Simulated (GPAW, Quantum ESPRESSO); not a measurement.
BN (P6_3/mmc), N K edge of atom 1, with 3 B at 1.44 Å (trigonal planar, site symmetry -6m2). Method: Quantum ESPRESSO XSpectra, PBE, full core hole (charged cell), 28-atom cell with 6.6 Å between holes, 4×4×4 k points, dipole transitions, Lorentzian half width 0.3 eV up to 4 eV, rising linearly to 2.5 eV at 25 eV (counted from xe0, 1.7 eV below the zero used here).

```xyz
4
Lattice="2.4982 0.0000 0.0000 -1.2491 2.1635 0.0000 0.0000 0.0000 6.6357" Properties=species:S:1:pos:R:3 pbc="T T T"
N     1.2491    0.7212    1.6589
N     0.0000    1.4424    4.9768
B     1.2491    0.7212    4.9768
B     0.0000    1.4424    1.6589
```

Energy from the lowest empty level; a common scale on which the isotropic spectrum has a mean of 1 over the first 20 eV.

```tsv
E (eV)	curve 1	curve 2
-2.0	0.09	0.02
-1.4	0.15	0.03
-0.8	0.30	0.03
-0.2	1.11	0.04
0.4	2.21	0.04
1.0	2.29	0.06
1.6	1.74	0.08
2.2	1.88	0.13
2.8	1.23	0.25
3.4	1.30	0.43
4.0	1.10	0.64
4.6	0.69	1.04
5.2	0.60	1.63
5.8	0.50	2.20
6.4	0.43	2.63
7.0	0.44	2.58
7.6	0.48	2.40
8.2	0.50	2.11
8.8	0.47	1.74
9.4	0.44	1.44
10.0	0.39	1.30
10.6	0.35	1.29
11.2	0.33	1.30
11.8	0.33	1.29
12.4	0.34	1.31
13.0	0.39	1.34
13.6	0.46	1.34
14.2	0.55	1.30
14.8	0.60	1.24
15.4	0.64	1.13
16.0	0.66	0.98
16.6	0.69	0.83
17.2	0.73	0.71
17.8	0.74	0.61
18.4	0.73	0.55
19.0	0.69	0.50
19.6	0.62	0.47
20.2	0.56	0.45
20.8	0.51	0.44
21.4	0.48	0.43
22.0	0.45	0.43
22.6	0.43	0.42
23.2	0.43	0.41
23.8	0.43	0.40
24.4	0.45	0.39
25.0	0.48	0.38
25.6	0.51	0.37
26.2	0.54	0.35
26.8	0.57	0.33
27.4	0.60	0.31
28.0	0.61	0.30
28.6	0.62	0.29
29.2	0.61	0.29
29.8	0.59	0.30
30.4	0.56	0.30
31.0	0.52	0.32
31.6	0.48	0.33
```

The database entry behind the starting cell differs from later determinations by our own check (about 0.3 % short, minor phase), so it need not match the best structure at ambient conditions.

Q: The curves are for the electric vector along different Cartesian axes of the cell as given, averaged over the symmetry-equivalent atoms. Which is which?

Curve 1: along z (c), main maxima 0.3 eV (2.30), 0.8 eV (2.51) and 2.0 eV (2.12). Curve 2: along x (⊥ c) (the other in-plane axis gives the same curve within 3 %), main maxima 6.5 eV (2.65) and 13.2 eV (1.34). A K edge sees empty p states; at this planar three-fold site the curve for the electric vector normal to the plane peaks at 0.8 eV, where it is mainly π* that absorbs: that direction carries over 70 % of the weight there. Each direction probes the empty orbitals that point along it. The structure is a published determination, not relaxed.

[Banner, clock and machine lines of the logs are left out without a mark of their own.]

[Logs are printed without paths, hosts, clocks, repeated set-up lines and the standing remarks that a program may print on its own settings, such as how far it seeks lower states.]

[Hosts, paths, dates, database ids (printed as entryN), source tags and the programs' standing remarks are cut or masked in the printed files.]

[Lists of maxima count a maximum above −3 eV only where it reaches 4 % of the highest in the window and stands out from its surroundings by 2 % of it (1.5 % where it reaches 55 %); shoulders and weaker maxima are passed over, and of the rest the first, up to two pre-edge ones and the few strongest are named.]
